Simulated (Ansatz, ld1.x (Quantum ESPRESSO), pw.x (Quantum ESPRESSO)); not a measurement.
molybdenum (fcc): variants of one TM potential in the solid

ld1.x (Quantum ESPRESSO) 7.5 input, shortened:

```
&input
   title='Mo', zed=42., rel=1, dft='PBE', iswitch=3,
   config='[Kr] 4d4 5s2 5p0'
 /
 &inputp
   pseudotype=2, tm=.true., lloc=-1, rcloc=3.65,
   nlcc=.true., new_core_ps=.true., rcore=1.85
 /
3
5S  1  0   2.00   0.00  2.90  2.90  0.0
5P  2  1   0.00   0.00  3.70  3.70  0.0
4D  3  2   4.00   0.00  2.35  2.35  0.0
 &test
   configts(1)='4d4 5s2 5p0'
 /
```

Crystal test: fcc Mo in pw.x 7.5, no spin, 14³ k-points, Fermi–Dirac smearing 0.01 Ry, cutoffs set for each file from its atomic test. The reference is all-electron LAPW (Ansatz 0.2.0) with the same functional, mesh and smearing; V0 and B0 come from Birch–Murnaghan fits to the pressures at five volumes. Errors are pseudo minus all-electron; Δ is the rms difference of the E(V) curves that follow from these fits, minima aligned, over ±6 % about the mean V0. Mesh and smearing are coarse, so the numbers serve the comparison and aren't converged zero-temperature values; the lattice is a test structure that the element need not adopt.

All-electron: a0 = 4.005 Å (V0 = 16.06 Å³/atom), B0 = 235.3 GPa.

Base: The largest radius (3.70 bohr) exceeds half the bond length (2.67 bohr), so the spheres overlap, which is one possible source of error among others. This is a poor potential for the solid. Atomic configuration tests: 1 of 7 tests not solved or not reliable.

A dash in a converged row means that the minimum lies outside the volumes sampled.

```csv
change,cutoffs (Ry),pw.x,a0 (Å),a0 error (%),B0 error (%),Δ (meV/atom),mean pressure error (GPa)
base,50/200,converged,–,–,–,–,+16.23
wave 4d (bound): rc 2.35 bohr becomes 4d (bound): rc 3.34 bohr,50/200,converged,–,–,–,–,+15.82
"all radii but the core radius scaled by about 0.87 (s 2.52, p 3.22, d 2.04 bohr); local potential all-electron potential smoothed inside 3.18 bohr (lloc = -1)",55/220,converged,4.041,+0.91,+0.2,23.0,+6.95
wave 5p (bound): rc 3.70 bohr becomes 5p (bound): rc 3.94 bohr,50/200,converged,–,–,–,–,+16.84
core correction Bessel-smoothed model core inside 2.92 bohr,50/200,converged,–,–,–,–,+17.47
```

Question: Give the row for: local potential all-electron potential smoothed inside 3.40 bohr (lloc = -1).

Answer: pw.x: converged; mean pressure error (GPa): +10.65; a0 (Å): 4.060; a0 error (%): +1.38; B0 error (%): -0.5; Δ (meV/atom): 34.7.
